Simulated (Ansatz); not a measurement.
Ta2N:

```
Ta N
1.0
     3.11286    0.00000    0.00000
    -1.55643    2.69582    0.00000
     0.00000    0.00000    4.86984
Ta N
2 1
Direct
  0.33333 0.66667 0.25471
  0.66667 0.33333 0.74529
  0.00000 0.00000 0.00000
```

The cell comes from a database or a generator and needn't be the stable form of this composition.

Base run:

| Property | Result |
| --- | --- |
| Program | Ansatz 0.2.0 |
| Functional | PBEsol |
| Potentials or basis | Ansatz PAW |
| Cutoff | 420 eV (not typed: the program's choice for these potentials) |
| k mesh | 7 × 7 × 5 |
| Occupations | fermi-dirac, width 0.05 eV |
| Spin | spin-orbit coupling, no magnetisation |

Its results: band gap on the k mesh none (metal or under the smearing width); pressure -9.3 GPa; largest force 0.263 eV/Å.

Q: The run is repeated on the same cell with these changes: functional from PBEsol to r2SCAN; cutoff from 420 eV (not typed: the program's choice for these potentials) to 500 eV (not typed: the program's choice for these potentials). What comes out?

A: Band gap on the k mesh none (metal or under the smearing width); pressure -5.5 GPa; largest force 0.145 eV/Å.

Caveats: the PAW data sets come from PBE, with cores solved anew for the run's functional, which leaves a small shift of forces and pressure.
